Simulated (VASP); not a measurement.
# MgB2 (P6/mmm) in VASP: further runs

Runs on MgB2. Level: PBE. Tasks: density of states, electric field gradients, core levels, phonons.

Program: VASP 6.6.1. These are calculated values, not measurements. Logs are shortened: lines on timing, memory, paths and dates and some standing lists are left out, and cuts for length are marked.

### 1 The structure

Symmetry: P6/mmm, No. 191, hexagonal system. The conventional cell has a = 3.085 Å, b = 3.085 Å, c = 3.523 Å, α = 90.00°, β = 90.00°, γ = 120.00°. Mg (site symmetry 6/mmm) is surrounded by 12 B at 2.51 Å. B (site symmetry -6m2) has 3 B at 1.78 Å as nearest neighbours.

### 2 Density of states, PBE

POSCAR

```
MgB2
1.0
    3.0850000000      0.0000000000      0.0000000000
   -1.5425000000      2.6716883707      0.0000000000
    0.0000000000      0.0000000000      3.5230000000
Mg B
1 2
Direct
    0.0000000000      0.0000000000      0.0000000000
    0.6666666667      0.3333333333      0.5000000000
    0.3333333333      0.6666666667      0.5000000000
```

INCAR.step1

```
SYSTEM = MgB2
PREC = Accurate ; ENCUT = 520
EDIFF = 1E-6 ; ISMEAR = 0
SIGMA = 0.02 ; LREAL = .False.
LASPH = .True. ; NELM = 100
ALGO = Normal ; ISIF = 2
LWAVE = .False. ; LCHARG = .True.
GGA = PE
```

KPOINTS.step1

```
Automatic mesh
0
Gamma
  10 10 8
  0 0 0
```

INCAR.step2

```
SYSTEM = MgB2
PREC = Accurate ; ENCUT = 520
EDIFF = 1E-6 ; ISMEAR = -5
SIGMA = 0.02 ; LREAL = .False.
LASPH = .True. ; NELM = 100
ALGO = Normal ; ISIF = 2
LWAVE = .False. ; LCHARG = .False.
GGA = PE ; LORBIT = 10
NEDOS = 1001 ; ICHARG = 11
```

KPOINTS.step2

```
Automatic mesh
0
Gamma
  15 15 12
  0 0 0
```

Potentials or basis: VASP PAW PBE potentials, release 64 (Mg, B).

The run is started by

```sh
$ cat potpaw_PBE.64/Mg/POTCAR potpaw_PBE.64/B/POTCAR > POTCAR
$ cp INCAR.step1 INCAR
$ cp KPOINTS.step1 KPOINTS
$ mpirun -np 1 vasp_std > vasp.out
$ cp INCAR.step2 INCAR
$ cp KPOINTS.step2 KPOINTS
$ mpirun -np 1 vasp_std > vasp.out
```

OUTCAR:

```text
SYSTEM = MgB2
   PREC = Accurate
   ENCUT = 520
   EDIFF = 1E-6
   ISMEAR = -5
   LREAL = .False.
   LASPH = .True.
   NELM = 100
   ISIF = 2
   GGA = PE
   LORBIT = 10
   ICHARG = 11

 ion  position               nearest neighbor table
   1  0.000  0.000  0.000-   2 2.51   3 2.51   2 2.51   3 2.51   2 2.51   2 2.51   3 2.51   3 2.51
                             2 2.51   2 2.51   3 2.51   3 2.51
   2  0.667  0.333  0.500-   3 1.78   3 1.78   3 1.78   1 2.51   1 2.51   1 2.51   1 2.51   1 2.51
                             1 2.51
   3  0.333  0.667  0.500-   2 1.78   2 1.78   2 1.78   1 2.51   1 2.51   1 2.51   1 2.51   1 2.51
                             1 2.51

  LATTYP: Found a hexagonal cell.
 ALAT       =     3.0850000000
 C/A-ratio  =     1.1419773096

  Lattice vectors:

 A1 = (   3.0850000000,   0.0000000000,   0.0000000000)
 A2 = (  -1.5425000000,   2.6716883707,   0.0000000000)
 A3 = (   0.0000000000,   0.0000000000,   3.5230000000)

Analysis of symmetry for initial positions (statically):
=====================================================================
 Subroutine PRICEL returns:
 Original cell was already a primitive cell.

 Routine SETGRP: Setting up the symmetry group for a
 hexagonal supercell.

 Subroutine GETGRP returns: Found 24 space group operations
 (whereof 24 operations were pure point group operations)
 out of a pool of 24 trial point group operations.

The static configuration has the point symmetry D_6h.

Analysis of symmetry for dynamics (positions and initial velocities):
=====================================================================
 Subroutine PRICEL returns:
 Original cell was already a primitive cell.

 Routine SETGRP: Setting up the symmetry group for a
 hexagonal supercell.

 Subroutine GETGRP returns: Found 24 space group operations
 (whereof 24 operations were pure point group operations)
 out of a pool of 24 trial point group operations.

The dynamic configuration has the point symmetry D_6h.

 Subroutine INISYM returns: Found 24 space group operations
 (whereof 24 operations are pure point group operations),
 and found     1 'primitive' translations

----------------------------------------------------------------------------------------

                                     Primitive cell

  volume of cell :      29.0371

  direct lattice vectors                    reciprocal lattice vectors
[... 106 lines left out ...]
   ISMEAR =    -5;   SIGMA  =   0.02  broadening in eV -4-tet -1-fermi 0-gaus
   EFERMI_NEDOS =   21; number of points for ismear=-14 and -15
   IALGO  =     38    algorithm
   IMIX   =      4    mixing-type and parameters
     AMIX     =   0.40;   BMIX     =  1.00
     AMIX_MAG =   1.60;   BMIX_MAG =  1.00
  volume/ion in A,a.u.               =       9.68        65.32
  Fermi-wavevector in a.u.,A,eV,Ry     =   1.065255  2.013040 15.439462  1.134768
  Thomas-Fermi vector in A             =   2.200801
   LORBIT       =     10    0 simple, 1 ext, 2 COOP (PROOUT), +10 PAW based schemes
   GGA     = PE    functional components
   LHFCALC =     F    Hartree Fock is set to
   AEXX    =    0.0000 exact exchange contribution
   IVDW    =     0    specifies the selected vdW correction
   LEPSILON=     F    determine dielectric tensor
   LRPA    =     F    only Hartree local field effects (RPA)
 non-spin polarized calculation
 Fermi weights with tetrahedron method with Bloechl corrections
  energy-cutoff  :      520.00
  volume of cell :       29.04
 maximum number of plane-waves:       806
 NGX is ok and might be reduce to    24

 number of electron       8.0000000 magnetization

 Free energy of the ion-electron system (eV)
  ---------------------------------------------------
  ext. energy  EPLUGINS =         0.00000000
  ---------------------------------------------------
  free energy    TOTEN  =       -15.32290947 eV

  energy without entropy =      -15.32290947  energy(sigma->0) =      -15.32290947

 E-fermi :   5.2248     XC(G=0): -10.9099

 val. band max:        5.2610566303   @ k =   0.0667   0.0000   0.0833
 cond. band min:       5.2922555017   @ k =   0.3333   0.2000   0.3333
 fundamental gap:      0.0311988714
 Fermi energy:         5.2247824378

 k-point     1 :       0.0000    0.0000    0.0000
  band No.  band energies     occupation
      1      -7.1429      2.00000
      2       2.3330      2.00000
      3       5.6388      0.00000
      4       5.6389      0.00000
      5       6.9124      0.00000
      6      11.5742      0.00000
      7      11.5742      0.00000
      8      13.3403      0.00000
[... 243 lines left out ...]
 k-point    24 :       0.4000    0.2000    0.0000
  band No.  band energies     occupation
      1      -2.8052      2.00000
      2      -2.1128      2.00000
      3       0.8627      2.00000
      4       6.0553      0.00000
      5       7.9983      0.00000
      6      10.8994      0.00000
      7      11.2078      0.00000
      8      13.3112      0.00000

 [... further k-points ...]

------------------------ aborting loop because EDIFF is reached ----------------------------------------

  FORCE on cell =-STRESS in cart. coord.  units (eV):
  Direction    XX          YY          ZZ          XY          YZ          ZX
  --------------------------------------------------------------------------------------
  -------------------------------------------------------------------------------------
  Total       -0.3226415     -0.3226415     -0.1643179      0.0000000     -0.0000000      0.0000000
  in kB      -17.8023468    -17.8023468     -9.0665465      0.0000000     -0.0000000      0.0000000
  external PRESSURE =     -14.8904134 kB  Pullay stress =       0.0000000 kB

 VOLUME and BASIS-vectors are now :
 -----------------------------------------------------------------------------
  energy-cutoff  :      520.00
  volume of cell :       29.04
      direct lattice vectors                 reciprocal lattice vectors
     3.085000000  0.000000000  0.000000000     0.324149109  0.187147575  0.000000000
    -1.542500000  2.671688371  0.000000000     0.000000000  0.374295150  0.000000000
     0.000000000  0.000000000  3.523000000     0.000000000  0.000000000  0.283848992

 POSITION                                       TOTAL-FORCE (eV/Angst)
 -----------------------------------------------------------------------------------
      0.00000      0.00000      0.00000        -0.000000      0.000000      0.000000
      1.54250      0.89056      1.76150        -0.000000      0.000000     -0.000000
     -0.00000      1.78113      1.76150         0.000000     -0.000000      0.000000
 -----------------------------------------------------------------------------------
    total drift:                                0.000000     -0.000000      0.000000

  FREE ENERGIE OF THE ION-ELECTRON SYSTEM (eV)
  ---------------------------------------------------
  free  energy   TOTEN  =       -15.3229094736 eV

  energy  without entropy=      -15.3229094736  energy(sigma->0) =      -15.32290947

 total charge

# of ion       s       p       d       tot
------------------------------------------
    1        0.158   0.176   0.056   0.390
    2        0.686   1.228   0.000   1.915
    3        0.686   1.228   0.000   1.915
--------------------------------------------------
tot          1.531   2.633   0.056   4.220
```

OUTCAR.step1:

```text
SYSTEM = MgB2
   PREC = Accurate
   ENCUT = 520
   EDIFF = 1E-6
   ISMEAR = 0
   LREAL = .False.
   LASPH = .True.
   NELM = 100
[... 493 lines left out ...]
      0.00000      0.00000      0.00000         0.000000      0.000000      0.000000
      1.54250      0.89056      1.76150         0.000000      0.000000      0.000000
     -0.00000      1.78113      1.76150        -0.000000     -0.000000     -0.000000
 -----------------------------------------------------------------------------------
    total drift:                                0.000000     -0.000000      0.000000

  FREE ENERGIE OF THE ION-ELECTRON SYSTEM (eV)
  ---------------------------------------------------
  free  energy   TOTEN  =       -15.3204767392 eV

  energy  without entropy=      -15.3202641891  energy(sigma->0) =      -15.32037046
```

OSZICAR.step1:

```text
N       E                     dE             d eps       ncg     rms          rms(c)
DAV:   1     0.443642129005E+01    0.44364E+01   -0.39451E+03  1200   0.844E+02
DAV:   2    -0.167116583709E+02   -0.21148E+02   -0.20194E+02  1656   0.105E+02
DAV:   3    -0.169997964133E+02   -0.28814E+00   -0.28814E+00  1432   0.146E+01
DAV:   4    -0.170002283981E+02   -0.43198E-03   -0.43198E-03  1776   0.551E-01
DAV:   5    -0.170002286108E+02   -0.21271E-06   -0.21280E-06  1416   0.928E-03    0.521E+00
DAV:   6    -0.155831370062E+02    0.14171E+01   -0.23643E+00  1232   0.843E+00    0.252E+00
DAV:   7    -0.153254411385E+02    0.25770E+00   -0.12636E+00  1344   0.604E+00    0.740E-01
DAV:   8    -0.153250804094E+02    0.36073E-03   -0.73423E-02  1192   0.187E+00    0.315E-01
DAV:   9    -0.153205888342E+02    0.44916E-02   -0.13489E-02  1208   0.651E-01    0.672E-02
DAV:  10    -0.153205057718E+02    0.83062E-04   -0.15479E-03  1520   0.239E-01    0.262E-02
DAV:  11    -0.153204766483E+02    0.29123E-04   -0.13393E-04  1232   0.761E-02    0.257E-03
DAV:  12    -0.153204767392E+02   -0.90850E-07   -0.15050E-06  1536   0.110E-02
   1 F= -.15320477E+02 E0= -.15320370E+02  d E =-.212550E-03
```

Run time: 14 s. Hardware: 1 thread of Intel Xeon 6975P-C (Granite Rapids), shared host; peak memory 0.18 GiB.

What came out:

| Property | Result |
| --- | --- |
| Valence electrons inside the program's atomic spheres | Mg 0.39; B 1.92 |

States per cell in windows of 0.5 eV (zero at the Fermi level; states under -8 eV left out):
| from (eV) | total | B2_p | B3_p | B2_s | B3_s | Mg1_s | Mg1_p |
| --- | --- | --- | --- | --- | --- | --- | --- |
| -8.0 | 0.19 | 0.01 | 0.01 | 0.04 | 0.04 | 0.00 | 0.00 |
| -7.5 | 0.19 | 0.02 | 0.02 | 0.03 | 0.03 | 0.01 | 0.00 |
| -7.0 | 0.31 | 0.04 | 0.04 | 0.04 | 0.04 | 0.01 | 0.01 |
| -6.5 | 0.30 | 0.04 | 0.04 | 0.03 | 0.03 | 0.01 | 0.01 |
| -6.0 | 0.30 | 0.04 | 0.04 | 0.03 | 0.03 | 0.01 | 0.01 |
| -5.5 | 0.36 | 0.05 | 0.05 | 0.03 | 0.03 | 0.01 | 0.01 |
| -5.0 | 0.37 | 0.06 | 0.06 | 0.02 | 0.02 | 0.01 | 0.01 |
| -4.5 | 0.41 | 0.07 | 0.07 | 0.02 | 0.02 | 0.01 | 0.01 |
| -4.0 | 0.41 | 0.07 | 0.07 | 0.02 | 0.02 | 0.01 | 0.01 |
| -3.5 | 0.49 | 0.09 | 0.09 | 0.02 | 0.02 | 0.01 | 0.02 |
| -3.0 | 0.54 | 0.11 | 0.11 | 0.02 | 0.02 | 0.01 | 0.02 |
| -2.5 | 0.61 | 0.14 | 0.14 | 0.01 | 0.01 | 0.00 | 0.01 |
| -2.0 | 0.56 | 0.14 | 0.14 | 0.01 | 0.01 | 0.00 | 0.01 |
| -1.5 | 0.41 | 0.10 | 0.10 | 0.01 | 0.01 | 0.00 | 0.01 |
| -1.0 | 0.43 | 0.10 | 0.10 | 0.00 | 0.00 | 0.01 | 0.01 |
| -0.5 | 0.39 | 0.09 | 0.09 | 0.00 | 0.00 | 0.01 | 0.01 |
| 0.0 | 0.32 | 0.07 | 0.07 | 0.00 | 0.00 | 0.01 | 0.01 |
| 0.5 | 0.17 | 0.03 | 0.03 | 0.00 | 0.00 | 0.00 | 0.01 |
| 1.0 | 0.13 | 0.02 | 0.02 | 0.00 | 0.00 | 0.00 | 0.00 |
| 1.5 | 0.15 | 0.02 | 0.02 | 0.00 | 0.00 | 0.00 | 0.01 |
| 2.0 | 0.19 | 0.03 | 0.03 | 0.00 | 0.00 | 0.01 | 0.01 |
| 2.5 | 0.22 | 0.03 | 0.03 | 0.00 | 0.00 | 0.01 | 0.01 |
| 3.0 | 0.23 | 0.03 | 0.03 | 0.00 | 0.00 | 0.01 | 0.01 |
| 3.5 | 0.23 | 0.03 | 0.03 | 0.00 | 0.00 | 0.01 | 0.01 |
| 4.0 | 0.22 | 0.02 | 0.02 | 0.00 | 0.00 | 0.01 | 0.01 |
| 4.5 | 0.30 | 0.03 | 0.03 | 0.01 | 0.01 | 0.02 | 0.01 |
| 5.0 | 0.43 | 0.04 | 0.04 | 0.02 | 0.02 | 0.03 | 0.01 |
| 5.5 | 0.64 | 0.05 | 0.05 | 0.04 | 0.04 | 0.05 | 0.02 |
| 6.0 | 0.71 | 0.07 | 0.07 | 0.04 | 0.04 | 0.05 | 0.03 |
| 6.5 | 0.65 | 0.08 | 0.08 | 0.03 | 0.03 | 0.04 | 0.02 |
| 7.0 | 0.51 | 0.06 | 0.06 | 0.02 | 0.02 | 0.04 | 0.02 |
| 7.5 | 0.59 | 0.07 | 0.07 | 0.02 | 0.02 | 0.05 | 0.03 |

Caveat: tetrahedron occupations give inexact forces and stress in metals.

(Part 1 of 3 ends here.)
